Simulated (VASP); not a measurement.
# BaF2 (fluorite): computed properties

All values below come from LDA (Ceperley-Alder, Perdew-Zunger), VASP's LDA PAW potentials (set 64) (plane waves; VASP).

```
Property                                                                           Value
-----------------------------------------------  ---------------------------------------
space group                                                                  Fm-3m (225)
cell                                             a = b = c = 6.091 Å, α = β = γ = 90.00°
volume per atom                                                           18.83 Å^3/atom
band gap (over mesh and band path)                                               6.60 eV
smallest direct gap (over mesh and band path)                                    6.72 eV
band-edge character without spin-orbit coupling               indirect, K-Γ at 0.36 to Γ
band gap with spin-orbit coupling                                                6.58 eV
density                                                                       5.15 g/cm³
optical Γ-point spectrum                                         206 (×3), 261 (×3) cm⁻¹
```

```
BaF2
1.0
    0.00000     3.04552     3.04552
    3.04552     0.00000     3.04552
    3.04552     3.04552     0.00000
Ba F
1 2
Direct
  0.00000   0.00000   0.00000
  0.25000   0.25000   0.25000
  0.75000   0.75000   0.75000
```

Measured: gap 10.50 eV (computed value off by -3.90 eV), as given by Andrés Aguado et al., Journal of the Physical Society of Japan (1999), arXiv:cond-mat/9901145. Unless said otherwise, spin-orbit coupling is left out, though it shifts the bands of the heavy elements here.

The compound is BaF2 in the fluorite structure. It was relaxed first, which changed the volume by -5 %. Symmetry was kept, so distortions that lower it aren't found.
